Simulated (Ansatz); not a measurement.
NaF built on the rocksalt prototype, relaxed with r2SCAN. It is cubic, Fm-3m (No. 225); a = 4.594 Å in the conventional setting, 12.12 Å³ an atom. Around Na lie 6 F at 2.30 Å; around F lie 6 Na at 2.30 Å.

```xyz
2
Lattice="0.0000 2.2972 2.2972 2.2972 0.0000 2.2972 2.2972 2.2972 0.0000" Properties=species:S:1:pos:R:3 pbc="T T T"
Na    0.0000    0.0000    0.0000
F     2.2972    2.2972    2.2972
```

The questions ask for values computed with Ansatz on this geometry. Calculated for a static, non-magnetic cell.

(1) What gap does PBE give, and where are the band edges?

(2) Estimate the gap with HSE06 on 6×6×6.

(3) What does PBE0 give for the gap (6×6×6 mesh)?

(4) What does G0W0@PBE with 72 empty bands, a screening cutoff of 120 eV and a 6×6×6 mesh give?

(5) Roughly how does the cost of the PBE0 run (6×6×6) compare with r2SCAN's (10×10×10)?

(6) What do these levels agree on?

## Answers

(1) PBE gives a direct gap of 6.46 eV at Γ.

(2) HSE06 gives a direct gap of 8.63 eV at Γ. The gap differs by +2.18 eV from PBE's.

(3) The PBE0 gap is direct at Γ: 9.40 eV. The gap differs by +2.95 eV from PBE's.

(4) 10.53 eV (the shift on the mesh added to PBE's least gap). G0W0 moves the gap on the mesh from 6.46 eV (PBE) to 10.53 eV (direct at Γ). Renormalisation factors Z lie between 0.80 and 0.90. No extrapolation in bands, cutoff or mesh was made for G0W0.

(5) About 9 times as much (28 core-seconds against 3 core-seconds, on 2 threads of Arm Neoverse V1 (shared host)).

(6) r2SCAN covers 38 % of the step from PBE to HSE06. All these functionals give a gap of the same kind, direct.

The meshes of the hybrids are coarse, so their gaps aren't converged to the digits shown.
